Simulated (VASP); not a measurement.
# Lu: drag along a line

Lu, slab, 13 atoms in the cell. PBE, constrained relaxations along a path; PAW potentials Lu (PBE set).

Path: drag along a line, Lu hops from a hollow site to the next hollow site of Lu(100).

## Input

INCAR:
```
SYSTEM = Lu
  PREC = Normal
  ENCUT = 250
  EDIFF = 1E-6
  ISMEAR = 1
  SIGMA = 0.1
  LREAL = .False.
  LASPH = .True.
  NELM = 100
  ALGO = Normal
  LWAVE = .False.
  LCHARG = .False.
  IBRION = 2
  NSW = 60
  ISIF = 2
  EDIFFG = -0.03
  POTIM = 0.5
  KPAR = 2
```

KPOINTS:
```
k-points
0
Gamma
  2 2 1
```

POSCAR.step1:
```
Lu
1.0
    7.8164284352      0.0000000000      0.0000000000
    0.0000000000      7.8164284352      0.0000000000
    0.0000000000      0.0000000000     19.0782142176
Lu
13
Selective dynamics
Direct
    0.0000000000      0.0000000000      0.3144948438  F F F
    0.5000000000      0.0000000000      0.3144948438  F F F
    0.0000000000      0.5000000000      0.3144948438  F F F
    0.5000000000      0.5000000000      0.3144948438  F F F
    0.2500000000      0.2500000000      0.4169209454  T T T
    0.7500000000      0.2500000000      0.4169209454  T T T
    0.2500000000      0.7500000000      0.4169209454  T T T
    0.7500000000      0.7500000000      0.4169209454  T T T
    0.0000000000      0.0000000000      0.5193470471  T T T
    0.5000000000      0.0000000000      0.5193470471  T T T
    0.0000000000      0.5000000000      0.5193470471  T T T
    0.5000000000      0.5000000000      0.5193470471  T T T
    0.2500000000      0.2500000000      0.6455442601  F T T
```

POSCAR.step2:
```
Lu
1.0
    7.8164284352      0.0000000000      0.0000000000
    0.0000000000      7.8164284352      0.0000000000
    0.0000000000      0.0000000000     19.0782142176
Lu
13
Selective dynamics
Direct
    0.0000000000      0.0000000000      0.3144948438  F F F
    0.5000000000      0.0000000000      0.3144948438  F F F
    0.0000000000      0.5000000000      0.3144948438  F F F
    0.5000000000      0.5000000000      0.3144948438  F F F
    0.2500000000      0.2500000000      0.4169209454  T T T
    0.7500000000      0.2500000000      0.4169209454  T T T
    0.2500000000      0.7500000000      0.4169209454  T T T
    0.7500000000      0.7500000000      0.4169209454  T T T
    0.0000000000      0.0000000000      0.5193470471  T T T
    0.5000000000      0.0000000000      0.5193470471  T T T
    0.0000000000      0.5000000000      0.5193470471  T T T
    0.5000000000      0.5000000000      0.5193470471  T T T
    0.1500000000      0.2500000000      0.6455442601  F T T
```

POSCAR.step3:
```
Lu
1.0
    7.8164284352      0.0000000000      0.0000000000
    0.0000000000      7.8164284352      0.0000000000
    0.0000000000      0.0000000000     19.0782142176
Lu
13
Selective dynamics
Direct
    0.0000000000      0.0000000000      0.3144948438  F F F
    0.5000000000      0.0000000000      0.3144948438  F F F
    0.0000000000      0.5000000000      0.3144948438  F F F
    0.5000000000      0.5000000000      0.3144948438  F F F
    0.2500000000      0.2500000000      0.4169209454  T T T
    0.7500000000      0.2500000000      0.4169209454  T T T
    0.2500000000      0.7500000000      0.4169209454  T T T
    0.7500000000      0.7500000000      0.4169209454  T T T
    0.0000000000      0.0000000000      0.5193470471  T T T
    0.5000000000      0.0000000000      0.5193470471  T T T
    0.0000000000      0.5000000000      0.5193470471  T T T
    0.5000000000      0.5000000000      0.5193470471  T T T
    0.0750000000      0.2500000000      0.6455442601  F T T
```

POSCAR.step4:
```
Lu
1.0
    7.8164284352      0.0000000000      0.0000000000
    0.0000000000      7.8164284352      0.0000000000
    0.0000000000      0.0000000000     19.0782142176
Lu
13
Selective dynamics
Direct
    0.0000000000      0.0000000000      0.3144948438  F F F
    0.5000000000      0.0000000000      0.3144948438  F F F
    0.0000000000      0.5000000000      0.3144948438  F F F
    0.5000000000      0.5000000000      0.3144948438  F F F
    0.2500000000      0.2500000000      0.4169209454  T T T
    0.7500000000      0.2500000000      0.4169209454  T T T
    0.2500000000      0.7500000000      0.4169209454  T T T
    0.7500000000      0.7500000000      0.4169209454  T T T
    0.0000000000      0.0000000000      0.5193470471  T T T
    0.5000000000      0.0000000000      0.5193470471  T T T
    0.0000000000      0.5000000000      0.5193470471  T T T
    0.5000000000      0.5000000000      0.5193470471  T T T
    0.0000000000      0.2500000000      0.6455442601  F T T
```

POSCAR.step5:
```
Lu
1.0
    7.8164284352      0.0000000000      0.0000000000
    0.0000000000      7.8164284352      0.0000000000
    0.0000000000      0.0000000000     19.0782142176
Lu
13
Selective dynamics
Direct
    0.0000000000      0.0000000000      0.3144948438  F F F
    0.5000000000      0.0000000000      0.3144948438  F F F
    0.0000000000      0.5000000000      0.3144948438  F F F
    0.5000000000      0.5000000000      0.3144948438  F F F
    0.2500000000      0.2500000000      0.4169209454  T T T
    0.7500000000      0.2500000000      0.4169209454  T T T
    0.2500000000      0.7500000000      0.4169209454  T T T
    0.7500000000      0.7500000000      0.4169209454  T T T
    0.0000000000      0.0000000000      0.5193470471  T T T
    0.5000000000      0.0000000000      0.5193470471  T T T
    0.0000000000      0.5000000000      0.5193470471  T T T
    0.5000000000      0.5000000000      0.5193470471  T T T
   -0.0750000000      0.2500000000      0.6455442601  F T T
```

POSCAR.step6:
```
Lu
1.0
    7.8164284352      0.0000000000      0.0000000000
    0.0000000000      7.8164284352      0.0000000000
    0.0000000000      0.0000000000     19.0782142176
Lu
13
Selective dynamics
Direct
    0.0000000000      0.0000000000      0.3144948438  F F F
    0.5000000000      0.0000000000      0.3144948438  F F F
    0.0000000000      0.5000000000      0.3144948438  F F F
    0.5000000000      0.5000000000      0.3144948438  F F F
    0.2500000000      0.2500000000      0.4169209454  T T T
    0.7500000000      0.2500000000      0.4169209454  T T T
    0.2500000000      0.7500000000      0.4169209454  T T T
    0.7500000000      0.7500000000      0.4169209454  T T T
    0.0000000000      0.0000000000      0.5193470471  T T T
    0.5000000000      0.0000000000      0.5193470471  T T T
    0.0000000000      0.5000000000      0.5193470471  T T T
    0.5000000000      0.5000000000      0.5193470471  T T T
   -0.1500000000      0.2500000000      0.6455442601  F T T
```

POSCAR.step7:
```
Lu
1.0
    7.8164284352      0.0000000000      0.0000000000
    0.0000000000      7.8164284352      0.0000000000
    0.0000000000      0.0000000000     19.0782142176
Lu
13
Selective dynamics
Direct
    0.0000000000      0.0000000000      0.3144948438  F F F
    0.5000000000      0.0000000000      0.3144948438  F F F
    0.0000000000      0.5000000000      0.3144948438  F F F
    0.5000000000      0.5000000000      0.3144948438  F F F
    0.2500000000      0.2500000000      0.4169209454  T T T
    0.7500000000      0.2500000000      0.4169209454  T T T
    0.2500000000      0.7500000000      0.4169209454  T T T
    0.7500000000      0.7500000000      0.4169209454  T T T
    0.0000000000      0.0000000000      0.5193470471  T T T
    0.5000000000      0.0000000000      0.5193470471  T T T
    0.0000000000      0.5000000000      0.5193470471  T T T
    0.5000000000      0.5000000000      0.5193470471  T T T
   -0.2500000000      0.2500000000      0.6455442601  F T T
```

Commands (each step's output is kept before the next begins):
```
cat potpaw_PBE.64/Lu/POTCAR > POTCAR
cp POSCAR.step1 POSCAR
mpirun -np 8 vasp_std > vasp.out
cp POSCAR.step2 POSCAR
mpirun -np 8 vasp_std > vasp.out
cp POSCAR.step3 POSCAR
mpirun -np 8 vasp_std > vasp.out
cp POSCAR.step4 POSCAR
mpirun -np 8 vasp_std > vasp.out
cp POSCAR.step5 POSCAR
mpirun -np 8 vasp_std > vasp.out
cp POSCAR.step6 POSCAR
mpirun -np 8 vasp_std > vasp.out
cp POSCAR.step7 POSCAR
mpirun -np 8 vasp_std > vasp.out
```

## Result

- Barrier (eV): 0.442
- Ionic steps, all stages: 147
- Electronic steps, all stages: 2385

Energy along the pull:

| Share of the way | Energy above the start (eV) |
|---|---|
| 0 | 0.000 |
| 0.2 | 0.113 |
| 0.35 | 0.356 |
| 0.5 | 0.442 |
| 0.65 | 0.356 |
| 0.8 | 0.112 |
| 1 | 0.000 |

The slab is body-centred cubic Lu(100), which isn't the element's stable structure, in-plane cell 7.82 × 7.82 Å, with 2 × 2 k points.

Limits: the cutoff lies under the usual one of these potentials, so the numbers hold a basis-set error; the adatom repeats in each 2 x 2 surface cell, and the slab has three layers.

VASP 6.6.1 took 6327 s on 8 cores (AMD EPYC 9R45 (Zen 5)), a shared host.
